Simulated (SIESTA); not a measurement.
Crystal: Fe.

```
CELL_PARAMETERS angstrom
-1.44300 1.44300 1.44300
1.44300 -1.44300 1.44300
1.44300 1.44300 -1.44300
ATOMIC_POSITIONS crystal
Fe 0.00000 0.00000 0.00000
```

Base run:

| Quantity | Value |
| --- | --- |
| Program | SIESTA 5.4.2 |
| Functional | PBE |
| Potentials or basis | SG15 1.2 (PBE files) or PseudoDojo by element |
| Basis | DZP (energy shift 0.002 Ry) |
| Grid cutoff | 800 Ry |
| Energy shift | 0.002 Ry |
| k mesh | 13 × 13 × 13 |
| Occupations | fermi-dirac, width 0.05 eV |
| Spin | collinear spin, ferromagnetic start |
| Starting moments | [3.0] μB |

Its results: band gap on the k mesh none (metal or under the smearing width); pressure -5.6 GPa; net moment 2.41 μB per cell; site moments Fe +2.41 μB.

Problem. The run is repeated on the same cell with these changes: functional from PBE to LDA; potentials or basis from SG15 1.2 (PBE files) or PseudoDojo by element to PseudoDojo 0.4 standard (LDA files). What comes out?

Solution. Band gap on the k mesh none (metal or under the smearing width); pressure -25.0 GPa; net moment 2.28 μB per cell; site moments Fe +2.28 μB.

Caveats: semicore shells carry a single zeta, which can move pressures by several GPa and volumes by a few percent; the basis of atomic orbitals isn't converged, which shifts pressures, moduli and gaps; so large a pressure means that the cell lies far from this level's equilibrium, or that cutoff or potentials fall short (some runs).

Not every run made on this cell is shown here.
